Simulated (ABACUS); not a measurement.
# Bi2Te2Se (R-3m) in ABACUS: notebook

One crystal, Bi2Te2Se, is run at these levels: LDA; tasks: equation of state.

All numbers are computed with ABACUS 3.10.1; they aren't measurements. Logs are shortened: lines on timing, memory, paths and dates and some standing lists are left out, and cuts for length are marked.

## 1. Starting point

The structure is trigonal, space group R-3m (No. 166). Conventional cell: a = 4.322 Å, b = 4.322 Å, c = 31.757 Å, α = 90.00°, β = 90.00°, γ = 120.00°. Bi (site symmetry 3m) is surrounded by 3 Te at 3.05 Å and 3 Se at 3.11 Å. Te (site symmetry 3m) is surrounded by 3 Bi at 3.05 Å. Se (site symmetry -3m) has 6 Bi at 3.11 Å as nearest neighbours.

The cell is a database's computed one.

## 2. Equation of state, LDA, 32.19 Å³/atom (volume scaled by 0.94)

The input, INPUT:

```
INPUT_PARAMETERS
suffix              Bi2Te2Se
calculation         scf
basis_type          lcao
pseudo_dir          ./
orbital_dir         ./
symmetry            1
dft_functional      pz
ecutwfc             100
pseudo_rcut         7
nspin               1
nbands              47
ks_solver           genelpa
smearing_method     fd
smearing_sigma      0.00367493
scf_thr             1e-07
scf_nmax            100
mixing_type         broyden
mixing_beta         0.7
cal_force           1
cal_stress          1
out_mul             1
```

The input, STRU:

```
ATOMIC_SPECIES
Bi 208.9804 Bi.upf
Te 127.6000 Te.upf
Se 78.9710 Se.upf

NUMERICAL_ORBITAL
Bi_confined-atom_8au_2s2p2d.orb
Te_confined-atom_8au_2s2p2d.orb
Se_confined-atom_7au_2s2p2d.orb

LATTICE_CONSTANT
1.8897261246

LATTICE_VECTORS
2.1168549803 1.2221667928 10.3694785535
-2.1168549803 1.2221667928 10.3694785535
0.0000000000 -2.4443335855 10.3694785535

ATOMIC_POSITIONS
Direct

Bi
0.0
2
0.3917212400 0.3917212400 0.3917212400 1 1 1
0.6082787600 0.6082787600 0.6082787600 1 1 1

Te
0.0
2
0.7804048700 0.7804048700 0.7804048700 1 1 1
0.2195951300 0.2195951300 0.2195951300 1 1 1

Se
0.0
1
0.0000000000 0.0000000000 0.0000000000 1 1 1
```

The input, KPT:

```
K_POINTS
0
Gamma
5 5 5 0 0 0
```

Potentials or basis: PseudoDojo NC SR 0.4.1 PBE standard, DZP LCAO (the cutoffs set its grid).

Started as:

```
OMP_NUM_THREADS=1 mpirun -np 4 abacus > log
```

running log:

```text
ABACUS v3.10.1

               Atomic-orbital Based Ab-initio Computation at UStc

 ------------------------------------------------------------------------------------

 READING GENERAL INFORMATION
                           global_out_dir = OUT.Bi2Te2Se/
                           global_in_card = INPUT
                               pseudo_dir = ./
                              orbital_dir = ./
                                    DSIZE = 4
                                    GSIZE = 1

 READING UNITCELL INFORMATION
                                    ntype = 3
                  lattice constant (Bohr) = 1.88973
              lattice constant (Angstrom) = 1

 READING ATOM TYPE 1
                               atom label = Bi
                      L=0, number of zeta = 2
                      L=1, number of zeta = 2
                      L=2, number of zeta = 2
             number of atom for this type = 2

 READING ATOM TYPE 2
                               atom label = Te
                      L=0, number of zeta = 2
                      L=1, number of zeta = 2
                      L=2, number of zeta = 2
             number of atom for this type = 2

 READING ATOM TYPE 3
                               atom label = Se
                      L=0, number of zeta = 2
                      L=1, number of zeta = 2
                      L=2, number of zeta = 2
             number of atom for this type = 1

                        TOTAL ATOM NUMBER = 5
DIRECT COORDINATES
    atom                   x                   y                   z     mag                  vx                  vy                  vz
taud_Bi1            0.3917212400        0.3917212400        0.3917212400  0.0000        0.0000000000        0.0000000000        0.0000000000
taud_Bi2            0.6082787600        0.6082787600        0.6082787600  0.0000        0.0000000000        0.0000000000        0.0000000000
taud_Te1            0.7804048700        0.7804048700        0.7804048700  0.0000        0.0000000000        0.0000000000        0.0000000000
taud_Te2            0.2195951300        0.2195951300        0.2195951300  0.0000        0.0000000000        0.0000000000        0.0000000000
taud_Se1            0.0000000000        0.0000000000        0.0000000000  0.0000        0.0000000000        0.0000000000        0.0000000000

                          Volume (Bohr^3) = 1086.24
                             Volume (A^3) = 160.964

 Lattice vectors: (Cartesian coordinate: in unit of a_0)
             +2.11685            +1.22217            +10.3695
             -2.11685            +1.22217            +10.3695
                   +0            -2.44433            +10.3695
 Reciprocal vectors: (Cartesian coordinate: in unit of 2 pi/a_0)
            +0.236199            +0.13637          +0.0321456
            -0.236199            +0.13637          +0.0321456
                   +0            -0.27274          +0.0321456
 The esolver type has been set to : ksdft_lcao

                PAO radial cut off (Bohr) = 7

 Read in pseudopotential file is Bi.upf
                     pseudopotential type = NC
          exchange-correlation functional = PBE
                 nonlocal core correction = 1
                        valence electrons = 15
                                     lmax = 2
                           number of zeta = 3
                     number of projectors = 6
                           L of projector = 0
                           L of projector = 0
                           L of projector = 1
                           L of projector = 1
                           L of projector = 2
                           L of projector = 2
 XC functional updated to : pz
          exchange-correlation functional = PZ
                PAO radial cut off (Bohr) = 7

 Read in pseudopotential file is Te.upf
                     pseudopotential type = NC
          exchange-correlation functional = PBE
                 nonlocal core correction = 1
                        valence electrons = 16
                                     lmax = 2
                           number of zeta = 3
                     number of projectors = 6
                           L of projector = 0
                           L of projector = 0
                           L of projector = 1
                           L of projector = 1
                           L of projector = 2
                           L of projector = 2
 XC functional updated to : pz
          exchange-correlation functional = PZ
                PAO radial cut off (Bohr) = 7

[... 119 lines left out ...]
                   Input type of k points = Monkhorst-Pack(Gamma)
                                   nkstot = 125
                       right hand lattice = 1
(for reciprocal lattice: )
                             BRAVAIS TYPE = 7
                     BRAVAIS LATTICE NAME = 07. Rhombohedral (Trigonal) cell
                                    ibrav = 7
                       right hand lattice = 1
(for k-lattice: )
                             BRAVAIS TYPE = 7
                     BRAVAIS LATTICE NAME = 07. Rhombohedral (Trigonal) cell
                                    ibrav = 7
                       right hand lattice = 1
                        ROTATION MATRICES = 12
                               nkstot_ibz = 19
K-POINTS REDUCTION ACCORDING TO SYMMETRY
     IBZ    DIRECT_X    DIRECT_Y    DIRECT_Z  WEIGHT  ibz2bz
       1  0.00000000  0.00000000  0.00000000  0.0080       0
       2  0.20000000  0.00000000  0.00000000  0.0480       1
       3  0.40000000  0.00000000  0.00000000  0.0480       2
       4  0.20000000  0.20000000  0.00000000  0.0480       6
       5  0.40000000  0.20000000  0.00000000  0.0960       7
       6 -0.20000000  0.40000000  0.00000000  0.0960       8
[... 11 lines left out ...]
      18  0.40000000  0.40000000  0.40000000  0.0160      62
      19 -0.40000000  0.40000000  0.40000000  0.0480      63

                               nkstot now = 19
[... K-POINTS DIRECT COORDINATES: 19 rows ...]

           k-point number in this process = 19
       minimum distributed K point number = 19
[... stars of the k points ...]

[... K-POINTS CARTESIAN COORDINATES: 19 rows ...]

[... K-POINTS DIRECT COORDINATES: 19 rows ...]

 SETUP PLANE WAVES FOR WAVE FUNCTIONS
     energy cutoff for wavefunc (unit:Ry) = 100
              fft grid for wave functions = [ 135, 135, 135 ]
                    number of plane waves = 22687
                         number of sticks = 1447

 PARALLEL PW FOR WAVE FUNCTIONS
     PROC   COLUMNS(POT)             PW
        1            362           5672
        2            362           5672
        3            362           5672
        4            361           5671
 --------------- sum -------------------
        4           1447          22687

 SET NONLOCAL PSEUDOPOTENTIAL PROJECTORS
 SET NONLOCAL PSEUDOPOTENTIAL PROJECTORS
 SET NONLOCAL PSEUDOPOTENTIAL PROJECTORS
 max number of nonlocal projetors among all species is 6

 -------------------------------------------
 SELF-CONSISTENT
 -------------------------------------------

 SETUP SEARCHING RADIUS FOR PROGRAM TO SEARCH ADJACENT ATOMS
                  longest orb rcut (Bohr) = 8
   longest nonlocal projector rcut (Bohr) = 2.54
                     search radius (Bohr) = 21.1
              searching radius is (Bohr)) = 21.1
         searching radius unit is (Bohr)) = 1.89
                         PeriodicBoundary = 1
                        Radius(unit:lat0) = 11.2
                                   glayer = [ 5, 5, 5 ]
                             glayer_minus = [ 4, 4, 4 ]

Find the coordinate range of the input atom(unit:lat0).
                                  min_tau = [ -16.9, -19.6, -124 ]
                                  max_tau = [ 16.9, 19.6, 149 ]
                                BoxNumber = [ 9, 9, 9 ]

 SETUP EXTENDED REAL SPACE GRID FOR GRID INTEGRATION
                          real space grid = [ 135, 135, 135 ]
                 big cell numbers in grid = [ 27, 27, 27 ]
             meshcell numbers in big cell = [ 5, 5, 5 ]
                        extended fft grid = [ 32, 32, 32 ]
                dimension of extened grid = [ 92, 92, 92 ]
                            UnitCellTotal = 125
              Atom number in sub-FFT-grid = 5
    Local orbitals number in sub-FFT-grid = 90
                                ParaV.nnr = 40095
                                 init_chg = atomic

 LCAO ALGORITHM --------------- ION=   1  ELEC=   1--------------------------------

 Density error is 0.0347531641625
----------------------------------------------------------
     Energy           Rydberg                 eV
----------------------------------------------------------
 E_KohnSham     -987.2842930816      -13432.6919318116
 E_Harris       -986.8996471961      -13427.4585560573
 E_Fermi        0.6728314065         9.1543409212
----------------------------------------------------------
[... 80 lines left out ...]
 Density error is 8.54682688254e-08
----------------------------------------------------------
     Energy           Rydberg                 eV
----------------------------------------------------------
 E_KohnSham     -987.3348989744      -13433.3804603061
 E_KS(sigma->0) -987.3348943780      -13433.3803977687
 E_Harris       -987.3348961786      -13433.3804222674
 E_band         -80.4253651437       -1094.2432296852
 E_one_elec     -489.7323195038      -6663.1500400080
 E_Hartree      276.7036449414       3764.7462285723
 E_xc           -230.7457662756      -3139.4572107249
 E_Ewald        -543.5604489436      -7395.5193130708
 E_entropy(-TS) -0.0000091928        -0.0001250747
 E_descf        0.0000000000         0.0000000000
 E_exx          0.0000000000         0.0000000000
 E_Fermi        0.6743571146         9.1750992456
----------------------------------------------------------

 charge density convergence is achieved
 final etot is -13433.38046 eV
 EFERMI = 9.1750992456 eV

 STATE ENERGY(eV) AND OCCUPATIONS    NSPIN == 1
 1/19 kpoint (Cartesian) = 0.0000 0.0000 0.0000 (4594 pws)
       1       -37.5455      0.0160000
       2       -37.5402      0.0160000
       3       -37.5402      0.0160000
       4       -37.5075      0.0160000
       5       -37.5075      0.0160000
       6       -27.0236      0.0160000
[... 284 lines left out ...]
      46        14.2094    3.59371e-45
      47        15.1352    3.26887e-53

[... levels at 13 further k points ...]

 correction force for each atom along direction 1 is 3.76796e-15
 correction force for each atom along direction 2 is 3.05230e-14
 correction force for each atom along direction 3 is 9.02402e-14
------------------------------------------------------------------------------------------
 TOTAL-FORCE (eV/Angstrom)
------------------------------------------------------------------------------------------
                       Bi1         0.0000000000         0.0000000000        -0.4219934640
                       Bi2         0.0000000000         0.0000000000         0.4219934640
                       Te1         0.0000000000         0.0000000000         0.6709792282
                       Te2         0.0000000000         0.0000000000        -0.6709792282
                       Se1         0.0000000000         0.0000000000         0.0000000000
------------------------------------------------------------------------------------------

----------------------------------------------------------------
 TOTAL-STRESS (KBAR)
----------------------------------------------------------------
        17.9678121657         0.0000000000         0.0000000000
        -0.0000000000        17.9678121641        -0.0000000001
        -0.0000000000        -0.0000000001        16.0090624101
----------------------------------------------------------------
 TOTAL-PRESSURE: 17.314896 KBAR

 --------------------------------------------
 !FINAL_ETOT_IS -13433.3804603061144007 eV
 --------------------------------------------
```

Run time: 30 s. Hardware: 4 MPI ranks of Intel Xeon 6975P-C (Granite Rapids), shared host; peak memory 1.1 GiB.

What came out:

```yaml
Free_energy: -13433.3805 eV
Pressure: 1.7 GPa
Largest_force: 0.671 eV/Å
Band_gap_on_the_k_mesh: 0.48 eV, direct
Mulliken_charges: Bi +0.40; Te -0.21; Se -0.38 e
```

Caveat: the atomic orbitals were generated for these runs and aren't a published set; Mulliken charges move with the basis; the potentials were made for another functional, which shifts forces and pressure; spin-orbit coupling is left out, which as a rule narrows the gap of such compounds by several tenths of an eV; an odd mesh through Γ misses points on the zone boundary, where band edges often lie; the basis of atomic orbitals isn't converged, which shifts pressures, moduli and gaps.

## 3. Equation of state, LDA, 33.56 Å³/atom (volume scaled by 0.98)

INPUT is that of step 2.

STRU: that of step 2 with these lines changed.

```diff
@@ -14,5 +14,5 @@
 LATTICE_VECTORS
-2.1168549803 1.2221667928 10.3694785535
--2.1168549803 1.2221667928 10.3694785535
-0.0000000000 -2.4443335855 10.3694785535
+2.1464651786 1.2392622487 10.5145250113
+-2.1464651786 1.2392622487 10.5145250113
+0.0000000000 -2.4785244974 10.5145250113
```

KPT is that of step 2.

Potentials or basis: PseudoDojo NC SR 0.4.1 PBE standard, DZP LCAO (the cutoffs set its grid).

Started as:

```
OMP_NUM_THREADS=1 mpirun -np 4 abacus > log
```

It took 31 s on 4 MPI ranks of Intel Xeon 6975P-C (Granite Rapids), shared host; peak memory 1.2 GiB.

Results (log left out):

| Quantity | Value |
| --- | --- |
| Free energy | -13433.4022 eV |
| Pressure | -0.7 GPa |
| Largest force | 0.285 eV/Å |
| Band gap on the k mesh | 0.48 eV, direct |
| Mulliken charges | Bi +0.42; Te -0.22; Se -0.41 e |

Caveat: the atomic orbitals were generated for these runs and aren't a published set; Mulliken charges move with the basis; the potentials were made for another functional, which shifts forces and pressure; spin-orbit coupling is left out, which as a rule narrows the gap of such compounds by several tenths of an eV; an odd mesh through Γ misses points on the zone boundary, where band edges often lie; the basis of atomic orbitals isn't converged, which shifts pressures, moduli and gaps.

## 4. Equation of state, LDA, 34.93 Å³/atom (volume scaled by 1.02)

INPUT is that of step 3.

STRU: that of step 3 with these lines changed.

```diff
@@ -14,5 +14,5 @@
 LATTICE_VECTORS
-2.1464651786 1.2392622487 10.5145250113
--2.1464651786 1.2392622487 10.5145250113
-0.0000000000 -2.4785244974 10.5145250113
+2.1752802302 1.2558986265 10.6556764182
+-2.1752802302 1.2558986265 10.6556764182
+0.0000000000 -2.5117972530 10.6556764182
```

KPT is that of step 3.

Started as:

```
OMP_NUM_THREADS=1 mpirun -np 4 abacus > log
```

Wall time 28 s (4 MPI ranks of Intel Xeon 6975P-C (Granite Rapids), shared host); peak memory 1.2 GiB.

The run converged. Its results:

| Item | Value |
| --- | --- |
| Free energy | -13433.3325 eV |
| Pressure | -2.6 GPa |
| Largest force | 0.131 eV/Å |
| Band gap on the k mesh | 0.49 eV, direct |
| Mulliken charges | Bi +0.44; Te -0.22; Se -0.43 e |

Caveat: the atomic orbitals were generated for these runs and aren't a published set; Mulliken charges move with the basis; the potentials were made for another functional, which shifts forces and pressure; spin-orbit coupling is left out, which as a rule narrows the gap of such compounds by several tenths of an eV; an odd mesh through Γ misses points on the zone boundary, where band edges often lie; the basis of atomic orbitals isn't converged, which shifts pressures, moduli and gaps.

## 5. Equation of state, LDA, 36.30 Å³/atom (volume scaled by 1.06)

INPUT is that of step 4.

STRU: that of step 4 with these lines changed.

```diff
@@ -14,5 +14,5 @@
 LATTICE_VECTORS
-2.1752802302 1.2558986265 10.6556764182
--2.1752802302 1.2558986265 10.6556764182
-0.0000000000 -2.5117972530 10.6556764182
+2.2033514583 1.2721055576 10.7931841835
+-2.2033514583 1.2721055576 10.7931841835
+0.0000000000 -2.5442111152 10.7931841835
```

KPT is that of step 4.

Started as:

```
OMP_NUM_THREADS=1 mpirun -np 4 abacus > log
```

It took 27 s on 4 MPI ranks of Intel Xeon 6975P-C (Granite Rapids), shared host; peak memory 1.2 GiB.

It converged, with:

* Free energy: -13433.1903 eV
* Pressure: -4.1 GPa
* Largest force: 0.327 eV/Å
* Band gap on the k mesh: 0.49 eV, direct
* Mulliken charges: Bi +0.45; Te -0.23; Se -0.45 e

Caveat: the atomic orbitals were generated for these runs and aren't a published set; Mulliken charges move with the basis; the potentials were made for another functional, which shifts forces and pressure; spin-orbit coupling is left out, which as a rule narrows the gap of such compounds by several tenths of an eV; an odd mesh through Γ misses points on the zone boundary, where band edges often lie; the basis of atomic orbitals isn't converged, which shifts pressures, moduli and gaps.

## 6. Equation of state, LDA

Potentials or basis: PseudoDojo NC SR 0.4.1 PBE standard, DZP LCAO (the cutoffs set its grid).

No new run: the results of the series are fitted here.

Results:

```
Equilibrium volume                        : 33.16 Å³/atom
Bulk modulus at fixed shape and positions : 55 GPa
Pressure derivative of the bulk modulus   : 4.6 (rough: it moves with the points fitted)
```

Energy against volume, from the lowest point:
```
volume (Å³/atom)  energy (meV/atom)
          32.193               4.34
          33.563               0.00
          34.933              13.93
          36.303              42.37
```

Caveat: the atomic orbitals were generated for these runs and aren't a published set; the cell was scaled at fixed shape and fractional positions, which overstates the stiffness of a crystal with free parameters, most of all of layers and chains; the potentials were made for another functional, which shifts forces and pressure; spin-orbit coupling is left out, which moves the levels of the heavy elements; the basis of atomic orbitals isn't converged, which shifts pressures, moduli and gaps.
